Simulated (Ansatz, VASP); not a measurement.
# GaAs in two plane-wave programs, part 2 of 2

Aim: how closely do two programs agree when they are given the same cell, functional and k mesh? The structure shown is the end of the Ansatz relaxation below.

VASP 6.6.1 and Ansatz 0.2.0.

So far: The structure; Ansatz: relaxation, r2SCAN; VASP: single point, r2SCAN, pair 1.

## (4) Comparison

Known differences besides the potentials themselves: VASP keeps PBE cores, Ansatz makes them for the functional; the data sets hold 28 valence electrons in Ansatz (on its PAW soft_1 files) and 18 in VASP; the cutoff is 500 eV in Ansatz and 550 eV in VASP; Ansatz's pressure holds a Pulay correction, VASP's none. Total energies have different zeros and are not compared.

Compared:

| quantity | Ansatz | VASP | difference |
| --- | --- | --- | --- |
| pressure (GPa) | -1.54 | -1.42 | -0.12 |
| gap on the k mesh (eV) | 0.644 | 0.620 | +0.023 |

A gap on the mesh is an upper bound, since the band edges may lie between its points.

## (5) Ansatz: relaxation, r2SCAN

This run makes the geometry at which the two programs are then compared. The cell compared in this pair holds 46.98 Å³, against 46.49 Å³ for the pair before.

The structure compared here is the end of the Ansatz relaxation.

input.yaml

```yaml
crystal:
  lattice:
    - [0.0, 2.917880852, 2.7841952697]
    - [2.917880852, 0.0, 2.7841952697]
    - [2.917880852, 2.917880852, 0.0]
  atoms:
    - { symbol: Ga, position: [0.0, 0.0, 0.0] }
    - { symbol: As, position: [0.75, 0.75, 0.75] }
  conventional_axes: [[-1, 1, 1], [1, -1, 1], [1, 1, -1]]
kpoints:
  mp_grid: { grid: [16, 16, 16] }
hamiltonian:
  xc: r2scan
  pseudopotentials: { kind: paw, azcp: { folder: soft_1 } }
scf:
  occupations: { method: gaussian, width: 0.02 }
output:
  forces: true
  stress: true
  eigenvalues: true
relax:
  adjacent_minimum: "off"
  f_tol: 0.001
  max_steps: 60
  cell: { stress_tol: 0.01, fix: [a, b, gamma] }
```

Run with:

```
> ansatz run input.yaml --threads 4 --pin off --max-ram 10240MiB --backend cpu --events-out ev --progress --plain --runs-dir out
```

Numbers of over 12 decimals in the logs are rounded to 6 here.

The program printed:

```text
[...]
Crystal: 2 atoms, lattice volume = 47.409 Å³
Basis set: ecut = 500 eV, 1211 PW (Γ), exchange–correlation on 120×120×128 points (64 copies of the dense FFT grid, shifted against one another)
Bands: 18, of which v1, the nominal top of the filled ones, is band 14 counted from 1 (13 counted from 0)
Symmetry: 8 space group operations
[...]
k-point 348: bands = [... 10 lower, -3.1715, 0.5950, 4.2919, 4.2919, 8.7790, 8.7804, 17.7269, 17.7269]
--- Relaxed structure (3 steps of the walk, 3 accepted, 1 SCFs on fresh bases) ---
[...]
cell:  # Å, volume = 46.9848 Å³
    - [0, 2.917880852, 2.759257]
    - [2.917880852, 0, 2.759257]
    - [2.917880852, 2.917880852, 0]
  atoms:
    - { symbol: Ga, position: [0, 0, 0] }
    - { symbol: As, position: [0.75, 0.75, 0.75] }
[key lines of the parts left out:]
SCF converged after 6 iterations
Free energy (F): -8655.744184 eV
Fermi energy:    7.602685 eV
P = ⅓ Tr σ = -2.2322 GPa (-22.322 kbar)
```

## (6) VASP: single point, r2SCAN, pair 2

The same cell, functional, mesh and smearing now go to VASP, with its own data sets.

INCAR

```
SYSTEM = GaAs
PREC = Accurate
ENCUT = 550
EDIFF = 1E-06
NELM = 120
ISMEAR = 0
SIGMA = 0.02
LREAL = .FALSE.
ALGO = Normal
METAGGA = R2SCAN
LASPH = .TRUE.
NBANDS = 15
LORBIT = 11
LWAVE = .FALSE.
LCHARG = .FALSE.
ISIF = 2
GGA_COMPAT = .FALSE.
EFERMI = MIDGAP
LMIXTAU = .TRUE.
KPAR = 2
```

POSCAR

```
GaAs
1.0
    0.0000000000      2.9178808520      2.7592572525
    2.9178808520      0.0000000000      2.7592572525
    2.9178808520      2.9178808520      0.0000000000
Ga As
1 1
Direct
    0.0000000000      0.0000000000      0.0000000000
    0.7500000000      0.7500000000      0.7500000000
```

KPOINTS

```
Automatic mesh
0
Gamma
16 16 16
0 0 0
```

PAW data sets: Ga_d and As (PBE family, release 64).

Run with:

```
> mpirun -np 2 vasp_std
```

The program printed:

```text
[banner, memory and clock lines left out]
running    2 mpi-ranks, on    1 nodes
[...]
[... a notice as in an earlier step ...]

 LDA part: xc-table for (None), standard interpolation
 POSCAR, INCAR and KPOINTS ok, starting setup
[...]
entering main loop
       N       E                     dE             d eps       ncg     rms          rms(c)
DAV:   1     0.664387038636E+02    0.66439E+02   -0.95195E+03 10709   0.173E+03
DAV:   2    -0.221008536731E+02   -0.88540E+02   -0.84791E+02 11758   0.336E+02
DAV:   3    -0.290140849350E+02   -0.69132E+01   -0.68846E+01 12864   0.732E+01
DAV:   4    -0.291230523384E+02   -0.10897E+00   -0.10894E+00 12458   0.103E+01
[...]
DAV:  15    -0.270283984306E+02   -0.10157E-03   -0.55207E-05 11317   0.817E-02    0.689E-03
DAV:  16    -0.270284030095E+02   -0.45789E-05   -0.33693E-06 13634   0.201E-02    0.330E-03
DAV:  17    -0.270284039165E+02   -0.90706E-06   -0.11137E-06  8195   0.170E-02
   1 F= -.27028404E+02 E0= -.27028404E+02  d E =-.180656E-63
```

From OUTCAR (step 6):

```text
  Total       -0.9450402     -0.9450402      0.0269206      0.0000000      0.0000000      0.0000000
  in kB      -32.2257906    -32.2257906      0.9179918      0.0000000      0.0000000      0.0000000
  external PRESSURE =     -21.1778631 kB  Pullay stress =       0.0000000 kB

 POSITION                                       TOTAL-FORCE (eV/Angst)
 -----------------------------------------------------------------------------------
      0.00000      0.00000      0.00000        -0.000000     -0.000000     -0.000000
      4.37682      4.37682      4.13889         0.000000      0.000000      0.000000
 -----------------------------------------------------------------------------------
    total drift:                               -0.000000     -0.000000      0.000002

  FREE ENERGIE OF THE ION-ELECTRON SYSTEM (eV)
  ---------------------------------------------------
  free  energy   TOTEN  =       -27.0284039165 eV

  energy  without entropy=      -27.0284039165  energy(sigma->0) =      -27.02840392

[... 1 part as in an earlier step ...]

[... 2 further parts left out ...]
[key lines of the parts left out:]
E-fermi :   3.7453
```

The run ends at a pressure of -2.12 GPa.

## (7) Differences

What differs besides the data sets and the points named for the pairs above, as far as they apply: the data sets hold 28 valence electrons in Ansatz (on its PAW soft_1 files) and 18 in VASP. Total energies have different zeros and are not compared.

The two programs side by side:

| quantity | Ansatz | VASP | difference |
| --- | --- | --- | --- |
| pressure (GPa) | -2.23 | -2.12 | -0.11 |
| gap on the k mesh (eV) | 0.488 | 0.464 | +0.023 |

A gap on the mesh is an upper bound, since the band edges may lie between its points.

## (8) Outcome

- difference in gap on the k mesh (single point, r2SCAN, pair 1): 0.023 eV
- difference in gap on the k mesh (single point, r2SCAN, pair 2): 0.023 eV

The difference in gap on the k mesh is 0.023 eV (single point, r2SCAN, pair 1), within the 0.08 eV picked in this series as the mark of a large difference. The data sets hold unlike numbers of valence electrons (28 in Ansatz and 18 in VASP), so part of the differences comes from the potentials. How closely two codes agree says nothing of how well the functional describes the real material.

[Lines on the potential files, build, host, timing and source positions are cut from VASP's logs without a mark.]

[Logs are printed without paths, hosts, clocks, repeated set-up lines and the standing remarks that a program may print on its own settings, such as how far it seeks lower states.]

[Hosts, paths, dates, database ids (printed as entryN), source tags and the programs' standing remarks are cut or masked in the printed files.]
